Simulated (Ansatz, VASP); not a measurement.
BaTe: VASP beside Ansatz

```
Ba Te
1.0
     3.63929    3.63929    0.00000
    -3.63929    3.63929    0.00000
     0.00000    0.00000    7.00479
Ba Te
2 2
Direct
  0.00000 0.00000 0.00000
  0.50000 0.50000 0.50000
  0.50000 0.50000 0.00000
  0.00000 0.00000 0.50000
```

Alike in both runs: task single point; functional PBE; k mesh 6 × 6 × 4; occupations gaussian, width 0.02 eV; no spin polarisation.

|  | VASP | Ansatz |
| --- | --- | --- |
| version | VASP 6.6.1 | Ansatz 0.2.0 |
| potentials or method | VASP PAW PBE potentials, release 64 (Ba_sv, Te) | scalar-relativistic, plane waves, PAW |
| plane-wave cutoff (eV) | 520 | 420 |
| valence electrons in the cell | 32 | 52 |

Ansatz gave:

- gap on the k mesh at the Fermi level (eV): 1.70
- least direct gap on the mesh (eV): 1.70
- pressure (GPa): -1.2
- largest component of the traceless stress (GPa): 1.21

Which values does VASP return?

gap on the k mesh at the Fermi level (eV): 1.62; least direct gap on the mesh (eV): 1.62; pressure (GPa): -0.9; largest component of the traceless stress (GPa): 1.29.

The two sets of potentials don't hold the same shells in valence.

Caveats: spin-orbit coupling is left out, which moves the levels of the heavy elements. A k mesh can miss the band edges.
